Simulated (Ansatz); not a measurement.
Relaxing W

All numbers below come from DFT PBE, scalar-relativistic, plane waves, PAW in Ansatz 0.2.0. Cutoff 420 eV, Γ-centred k mesh, Gaussian smearing, no spin polarisation in the final step.

The start puts W on the sites of a reported N cell (P2_13, No. 198), at a guessed volume.

```xyz
4
Lattice="4.1992 0.0000 0.0000 0.0000 4.1992 0.0000 0.0000 0.0000 4.1992" Properties=species:S:1:pos:R:3 pbc="T T T"
W     0.1260    0.1260    0.1260
W     1.9736    4.0732    2.2256
W     2.2256    1.9736    4.0732
W     4.0732    2.2256    1.9736
```

Cell and atoms relax at zero pressure; the relaxation can't lower the symmetry of the start. After a coarse first stage the cell is made exact in the group found at 0.06 Å.

Energies count from the standard state of W at the same level.

(1) Which crystal results?

(2) What are its volume, energy, density and gap?

## Answers

(1) It ends in Fm-3m (No. 225). The result has the fcc structure. Conventional cell: a = 4.037 Å. Around W lie 12 W at 2.85 Å.

```cif
data_structure
_symmetry_space_group_name_H-M 'Fm-3m'
_symmetry_Int_Tables_number 225
_cell_length_a 4.0369
_cell_length_b 4.0369
_cell_length_c 4.0369
_cell_angle_alpha 90.000
_cell_angle_beta 90.000
_cell_angle_gamma 90.000
_cell_volume 65.79
loop_
_atom_site_label
_atom_site_type_symbol
_atom_site_symmetry_multiplicity
_atom_site_Wyckoff_symbol
_atom_site_fract_x
_atom_site_fract_y
_atom_site_fract_z
_atom_site_occupancy
W1 W 4 a 0.00000 0.00000 0.00000 1
```

(2) The volume per atom is 16.45 Å³ and the density is 18.56 g/cm³. The energy over the standard structure is 0.49 eV/atom and the gap on the 24×24×24 mesh is 0 eV (a metal).

The final run used a 24×24×24 mesh on its 1-atom cell and 0.10 eV smearing. For metals, differences of a few meV/atom aren't resolved. Spin–orbit coupling is left out. Symmetry constrained the relaxation, so the result can be a saddle point.

This fcc form isn't the element's structure at ambient conditions.